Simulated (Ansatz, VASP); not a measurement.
## One calculation of SnTe, two programs

```xyz
2
Lattice="0.0000 3.1097 3.1097 3.1097 0.0000 3.1097 3.1097 3.1097 0.0000" Properties=species:S:1:pos:R:3 pbc="T T T"
Sn    3.1097    3.1097    3.1097
Te    0.0000    0.0000    0.0000
```

Alike in both runs: task single point; functional PBE; dispersion D4; k mesh 6 × 6 × 6; occupations gaussian, width 0.05 eV; no spin polarisation.

|  | VASP | Ansatz |
| --- | --- | --- |
| version | VASP 6.6.1 | Ansatz 0.2.0 |
| potentials or method | VASP PAW PBE potentials, release 64 (Sn_d, Te) | scalar-relativistic, plane waves, PAW |
| plane-wave cutoff (eV) | 520 | 420 |
| valence electrons in the cell | 20 | 30 |

Ansatz gave:

- gap on the k mesh at the Fermi level (eV): 0.22
- least direct gap on the mesh (eV): 0.22
- pressure (GPa): 2.1
- dispersion energy (meV/atom): -457.8

What did VASP give for the same quantities?

gap on the k mesh at the Fermi level (eV): 0.22; least direct gap on the mesh (eV): 0.22; pressure (GPa): 2.1; dispersion energy (meV/atom): -457.6.

The two sets of potentials don't hold the same shells in valence.

Caveats: spin-orbit coupling is left out, which moves the levels of the heavy elements.
